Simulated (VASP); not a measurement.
# Sb (Fm-3m) in VASP: further runs

The runs below take Sb through single point, with r2SCAN.

Program: VASP 6.6.1. These are calculated values, not measurements. Logs are shortened: lines on timing, memory, paths and dates and some standing lists are left out, and cuts for length are marked.

**1. The structure**

It takes space group Fm-3m (No. 225, cubic). The conventional cell has a = 4.742 Å, b = 4.742 Å, c = 4.742 Å, α = 90.00°, β = 90.00°, γ = 90.00°. Sb (site symmetry m-3m) has 12 Sb at 3.35 Å as nearest neighbours.

This isn't the form of Sb at room conditions, which is rhombohedral.

**2. Single point, r2SCAN**

Input file INCAR:

```
SYSTEM = Sb
  PREC = Accurate
  ENCUT = 250
  EDIFF = 1E-6
  ISMEAR = 0
  SIGMA = 0.05
  LREAL = .FALSE.
  LASPH = .TRUE.
  NELM = 100
  ALGO = Normal
  ISIF = 2
  LWAVE = .FALSE.
  LCHARG = .FALSE.
  METAGGA = R2SCAN
  LMIXTAU = .TRUE.
  NBANDS = 8
  ADDGRID = .FALSE.
```

Input file KPOINTS:

```
regular mesh
0
G
  2 2 2
  0 0 0
```

Input file POSCAR:

```
Sb
1.0
    0.0000000000      2.3712425216      2.3712425216
    2.3712425216      0.0000000000      2.3712425216
    2.3712425216      2.3712425216      0.0000000000
Sb
1
Direct
    0.0000000000      0.0000000000      0.0000000000
```

Potentials or basis: VASP PAW PBE potentials, release 64 (Sb).

Run with:

```sh
$ cat potpaw_PBE.64/Sb/POTCAR > POTCAR
$ mpirun -np 1 vasp_std > vasp.out
```

OUTCAR:

```text
SYSTEM = Sb
   PREC = Accurate
   ENCUT = 250
   EDIFF = 1E-6
   ISMEAR = 0
   LREAL = .FALSE.
   LASPH = .TRUE.
   NELM = 100
   ISIF = 2
   METAGGA = R2SCAN

 Found      3 irreducible k-points:

 Following reciprocal coordinates:
            Coordinates               Weight
  0.000000  0.000000  0.000000      1.000000
  0.500000  0.000000  0.000000      4.000000
  0.500000  0.500000  0.000000      3.000000
   k-points           NKPTS =      3   k-points in BZ     NKDIM =      3   number of bands    NBANDS=      8
   number of dos      NEDOS =    301   number of ions     NIONS =      1
   total plane-waves  NPLWV =   5832
   dimension x,y,z NGX =    18 NGY =   18 NGZ =   18
   dimension x,y,z NGXF=    36 NGYF=   36 NGZF=   36
   ions per type =               1
   NGX,Y,Z   is equivalent  to a cutoff of   8.92,  8.92,  8.92 a.u.
   NGXF,Y,Z  is equivalent  to a cutoff of  17.85, 17.85, 17.85 a.u.
 SYSTEM =  Sb
   PREC   = accura    normal or accurate (medium, high low for compatibility)
   ISTART =      0    job   : 0-new  1-cont  2-samecut
   ICHARG =      2    charge: 1-file 2-atom 10-const
   ISPIN  =      1    spin polarized calculation?
   LNONCOLLINEAR =      F non collinear calculations
   LSORBIT =      F    spin-orbit coupling
   LASPH  =      T    aspherical Exc in radial PAW
   ENCUT  =  250.0 eV  18.37 Ry    4.29 a.u.   4.32  4.32  4.32*2*pi/ulx,y,z
   NELM   =    100;   NELMIN=  2; NELMDL= -5     # of ELM steps
   EDIFF  = 0.1E-05   stopping-criterion for ELM
   LREAL  =      F    real-space projection
   EDIFFG = 0.1E-04   stopping-criterion for IOM
   NSW    =      0    number of steps for IOM
   IBRION =     -1    ionic relax: 0-MD 1-quasi-New 2-CG
   NFREE  =      0    steps in history (QN), initial steepest desc. (CG)
   ISIF   =      2    stress and relaxation
   ISYM   =      2    0-nonsym 1-usesym 2-fastsym
   POTIM  = 0.5000    time-step for ionic-motion
   TEBEG  =    0.0;   TEEND  =   0.0 temperature during run
   PSTRESS=    0.0 pullay stress
   NELECT =       5.0000    total number of electrons
   NUPDOWN=      -1.0000    fix difference up-down
   EMIN   =  10.00;   EMAX   =-10.00  energy-range for DOS
   EFERMI =   0.00;   METHOD = LEGACY
   ISMEAR =     0;   SIGMA  =   0.05  broadening in eV -4-tet -1-fermi 0-gaus
   EFERMI_NEDOS =   21; number of points for ismear=-14 and -15
   IALGO  =     38    algorithm
   IMIX   =      4    mixing-type and parameters
     AMIX     =   0.40;   BMIX     =  1.00
     AMIX_MAG =   1.60;   BMIX_MAG =  1.00
  volume/ion in A,a.u.               =      26.67       179.95
  Fermi-wavevector in a.u.,A,eV,Ry     =   0.937013  1.770697 11.945820  0.877993
  Thomas-Fermi vector in A             =   2.064081
   LORBIT       =      0    0 simple, 1 ext, 2 COOP (PROOUT), +10 PAW based schemes
   METAGGA = R2SCAN    functional components
   LHFCALC =     F    Hartree Fock is set to
   AEXX    =    0.0000 exact exchange contribution
   IVDW    =     0    specifies the selected vdW correction
   LEPSILON=     F    determine dielectric tensor
   LRPA    =     F    only Hartree local field effects (RPA)
 non-spin polarized calculation
 Gauss-broadening in eV      SIGMA  =   0.05
  energy-cutoff  :      250.00
  volume of cell :       26.67
 maximum number of plane-waves:       259
 NGX is ok and might be reduce to    18
   NGX =  9   NGY =  9   NGZ =  9

 number of electron       4.9999999 magnetization

 Free energy of the ion-electron system (eV)
  ---------------------------------------------------
  ext. energy  EPLUGINS =         0.00000000
  ---------------------------------------------------
  free energy    TOTEN  =       -25.86079230 eV

  energy without entropy =      -25.84754195  energy(sigma->0) =      -25.85416713

 E-fermi :   8.9663     XC(G=0): -10.7906

 val. band max:        8.9320685167   @ k =   0.5000   0.5000   0.0000
 cond. band min:      12.4341003215   @ k =   0.5000   0.0000   0.0000
 fundamental gap:      3.5020318048
 Fermi energy:         8.9662718346

 k-point     1 :       0.0000    0.0000    0.0000
  band No.  band energies     occupation
      1      -5.0083      2.00000
      2      14.2966      0.00000
      3      14.2966      0.00000
      4      14.2966      0.00000
      5      19.0027      0.00000
      6      19.0027      0.00000
      7      19.0027      0.00000
      8      19.9510      0.00000

 k-point     2 :       0.5000    0.0000    0.0000
  band No.  band energies     occupation
      1      -0.9560      2.00000
      2       2.4350      2.00000
      3      12.4341      0.00000
      4      12.4341      0.00000
      5      17.6040      0.00000
      6      18.1516      0.00000
      7      18.1516      0.00000
      8      19.2397      0.00000

 k-point     3 :       0.5000    0.5000    0.0000
  band No.  band energies     occupation
      1       0.8316      2.00000
      2       3.3565      2.00000
      3       8.9321      1.66667
      4       8.9321      1.66666
      5      13.2928      0.00000
      6      13.6173      0.00000
      7      27.0373      0.00000
      8      27.7758      0.00000

------------------------ aborting loop because EDIFF is reached ----------------------------------------

  FORCE on cell =-STRESS in cart. coord.  units (eV):
  Direction    XX          YY          ZZ          XY          YZ          ZX
  --------------------------------------------------------------------------------------
  -------------------------------------------------------------------------------------
  Total       -0.5664150     -0.5664150     -0.5664150     -0.0000000     -0.0000000      0.0000000
  in kB      -34.0319969    -34.0319969    -34.0319969     -0.0000000     -0.0000000      0.0000000
  external PRESSURE =     -34.0319969 kB  Pullay stress =       0.0000000 kB

 VOLUME and BASIS-vectors are now :
 -----------------------------------------------------------------------------
  energy-cutoff  :      250.00
  volume of cell :       26.67
      direct lattice vectors                 reciprocal lattice vectors
     0.000000000  2.371242522  2.371242522    -0.210859916  0.210859916  0.210859916
     2.371242522  0.000000000  2.371242522     0.210859916 -0.210859916  0.210859916
     2.371242522  2.371242522  0.000000000     0.210859916  0.210859916 -0.210859916

 POSITION                                       TOTAL-FORCE (eV/Angst)
 -----------------------------------------------------------------------------------
      0.00000      0.00000      0.00000        -0.000000      0.000000      0.000000
 -----------------------------------------------------------------------------------
    total drift:                                0.000000      0.000000     -0.000000

  FREE ENERGIE OF THE ION-ELECTRON SYSTEM (eV)
  ---------------------------------------------------
  free  energy   TOTEN  =       -25.8607923014 eV

  energy  without entropy=      -25.8475419543  energy(sigma->0) =      -25.85416713
```

It used 6 s of CPU time on 1 thread of Intel(R) Xeon(R) Platinum 8559C (Emerald Rapids), with other jobs on the host, which was overloaded at the time.

These settings aren't checked as converged: the numbers below hold their error.

Results:

```yaml
Free_energy: -25.8608 eV
Pressure: -3.4 GPa
Band_gap_on_the_k_mesh: none (metal or under the smearing width)
```

Caveat: the k mesh is coarse (spacing up to 1.15 Å⁻¹), so the values aren't converged; the PAW data sets were made with another functional, which shifts forces and pressure a little.

**3. Single point, r2SCAN**

Changes to INCAR since step 2:

```diff
@@ -2,3 +2,3 @@
   PREC = Accurate
-  ENCUT = 250
+  ENCUT = 300
   EDIFF = 1E-6
```

KPOINTS is that of step 2.

POSCAR is that of step 2.

Potentials or basis: VASP PAW PBE potentials, release 64 (Sb).

Run with:

```sh
$ cat potpaw_PBE.64/Sb/POTCAR > POTCAR
$ mpirun -np 1 vasp_std > vasp.out
```

It used 5.2 s of CPU time on 1 thread of Intel(R) Xeon(R) Platinum 8559C (Emerald Rapids), with other jobs on the host, which was overloaded at the time.

These settings aren't checked as converged: the numbers below hold their error.

Results:

| Quantity | Value |
| --- | --- |
| Free energy | -25.8633 eV |
| Pressure | -3.4 GPa |
| Band gap on the k mesh | none (metal or under the smearing width) |

Caveat: the k mesh is coarse (spacing up to 1.15 Å⁻¹), so the values aren't converged; the PAW data sets were made with another functional, which shifts forces and pressure a little.

**4. Single point, r2SCAN**

Changes to INCAR since step 3:

```diff
@@ -2,3 +2,3 @@
   PREC = Accurate
-  ENCUT = 300
+  ENCUT = 350
   EDIFF = 1E-6
```

KPOINTS is that of step 3.

POSCAR is that of step 3.

Run with:

```sh
$ cat potpaw_PBE.64/Sb/POTCAR > POTCAR
$ mpirun -np 1 vasp_std > vasp.out
```

It used 6.8 s of CPU time on 1 thread of Intel(R) Xeon(R) Platinum 8559C (Emerald Rapids) (shared host), which was overloaded at the time.

These settings aren't checked as converged: the numbers below hold their error.

Results:

* Free energy: -25.8638 eV
* Pressure: -3.4 GPa
* Band gap on the k mesh: none (metal or under the smearing width)

Caveat: the k mesh is coarse (spacing up to 1.15 Å⁻¹), so the values aren't converged; the PAW data sets were made with another functional, which shifts forces and pressure a little.

**5. Single point, r2SCAN**

Changes to INCAR since step 4:

```diff
@@ -2,3 +2,3 @@
   PREC = Accurate
-  ENCUT = 350
+  ENCUT = 450
   EDIFF = 1E-6
```

KPOINTS is that of step 4.

POSCAR is that of step 4.

Potentials or basis: VASP PAW PBE potentials, release 64 (Sb).

Run with:

```sh
$ cat potpaw_PBE.64/Sb/POTCAR > POTCAR
$ mpirun -np 1 vasp_std > vasp.out
```

OUTCAR:

```text
SYSTEM = Sb
   PREC = Accurate
   ENCUT = 450
   EDIFF = 1E-6
   ISMEAR = 0
   LREAL = .FALSE.
   LASPH = .TRUE.
   NELM = 100
   ISIF = 2
   METAGGA = R2SCAN

 Found      3 irreducible k-points:

 Following reciprocal coordinates:
            Coordinates               Weight
  0.000000  0.000000  0.000000      1.000000
  0.500000  0.000000  0.000000      4.000000
  0.500000  0.500000  0.000000      3.000000
   k-points           NKPTS =      3   k-points in BZ     NKDIM =      3   number of bands    NBANDS=      8
   number of dos      NEDOS =    301   number of ions     NIONS =      1
   total plane-waves  NPLWV =  13824
   dimension x,y,z NGX =    24 NGY =   24 NGZ =   24
   dimension x,y,z NGXF=    48 NGYF=   48 NGZF=   48
   ions per type =               1
   NGX,Y,Z   is equivalent  to a cutoff of  11.90, 11.90, 11.90 a.u.
   NGXF,Y,Z  is equivalent  to a cutoff of  23.80, 23.80, 23.80 a.u.
 SYSTEM =  Sb
   PREC   = accura    normal or accurate (medium, high low for compatibility)
   ISTART =      0    job   : 0-new  1-cont  2-samecut
   ICHARG =      2    charge: 1-file 2-atom 10-const
   ISPIN  =      1    spin polarized calculation?
   LNONCOLLINEAR =      F non collinear calculations
   LSORBIT =      F    spin-orbit coupling
   LASPH  =      T    aspherical Exc in radial PAW
   ENCUT  =  450.0 eV  33.07 Ry    5.75 a.u.   5.80  5.80  5.80*2*pi/ulx,y,z
   NELM   =    100;   NELMIN=  2; NELMDL= -5     # of ELM steps
[... 58 lines left out ...]
  band No.  band energies     occupation
      1      -5.0095      2.00000
      2      14.2959      0.00000
      3      14.2959      0.00000
      4      14.2959      0.00000
      5      18.9967      0.00000
      6      18.9967      0.00000
      7      18.9967      0.00000
      8      19.9401      0.00000
[... 12 lines left out ...]
 k-point     3 :       0.5000    0.5000    0.0000
  band No.  band energies     occupation
      1       0.8304      2.00000
      2       3.3553      2.00000
      3       8.9302      1.66667
      4       8.9302      1.66666
      5      13.2918      0.00000
      6      13.6152      0.00000
      7      26.9880      0.00000
      8      27.7156      0.00000

------------------------ aborting loop because EDIFF is reached ----------------------------------------

  FORCE on cell =-STRESS in cart. coord.  units (eV):
  Direction    XX          YY          ZZ          XY          YZ          ZX
  --------------------------------------------------------------------------------------
  -------------------------------------------------------------------------------------
  Total       -0.5607433     -0.5607433     -0.5607433      0.0000000      0.0000000     -0.0000000
  in kB      -33.6912196    -33.6912196    -33.6912196      0.0000000      0.0000000     -0.0000000
  external PRESSURE =     -33.6912196 kB  Pullay stress =       0.0000000 kB

 VOLUME and BASIS-vectors are now :
 -----------------------------------------------------------------------------
  energy-cutoff  :      450.00
  volume of cell :       26.67
      direct lattice vectors                 reciprocal lattice vectors
     0.000000000  2.371242522  2.371242522    -0.210859916  0.210859916  0.210859916
     2.371242522  0.000000000  2.371242522     0.210859916 -0.210859916  0.210859916
     2.371242522  2.371242522  0.000000000     0.210859916  0.210859916 -0.210859916

 POSITION                                       TOTAL-FORCE (eV/Angst)
 -----------------------------------------------------------------------------------
      0.00000      0.00000      0.00000         0.000000      0.000000      0.000000
 -----------------------------------------------------------------------------------
    total drift:                                0.000000      0.000000     -0.000000

  FREE ENERGIE OF THE ION-ELECTRON SYSTEM (eV)
  ---------------------------------------------------
  free  energy   TOTEN  =       -25.8647725752 eV

  energy  without entropy=      -25.8515222281  energy(sigma->0) =      -25.85814740
```

stdout:

```text
POSCAR found type information on POSCAR Sb
 POSCAR found :  1 types and       1 ions
 scaLAPACK will be used
 -----------------------------------------------------------------------------
|                                                                             |
|                                                                             |
|     You enforced a specific xc type in the INCAR file but a different       |
|     I HOPE YOU KNOW WHAT YOU ARE DOING!                                     |
|                                                                             |
 -----------------------------------------------------------------------------

 LDA part: xc-table for (None), standard interpolation
 POSCAR, INCAR and KPOINTS ok, starting setup
 FFT: planning ... GRIDC
 FFT: planning ... GRID_SOFT
 FFT: planning ... GRID
 WAVECAR not read
 entering main loop
```

It used 6.9 s of CPU time on 1 thread of Intel(R) Xeon(R) Platinum 8559C (Emerald Rapids), on a shared host, which was overloaded at the time.

These settings aren't checked as converged: the numbers below hold their error.

Results:

```
Free energy            : -25.8648 eV
Pressure               : -3.4 GPa
Band gap on the k mesh : none (metal or under the smearing width)
```

Caveat: the k mesh is coarse (spacing up to 1.15 Å⁻¹), so the values aren't converged; the PAW data sets were made with another functional, which shifts forces and pressure a little.

**6. For comparison**

An earlier run on the cell as given: functional PBEsol; potentials or basis VASP PAW PBE potentials, release 64 (Sb); cutoff 520 eV; k mesh 10 × 10 × 10; occupations fermi-dirac, width 0.05 eV; no spin polarisation.

- Pressure: -1.2 GPa
- Band gap on the k mesh: none (metal or under the smearing width)
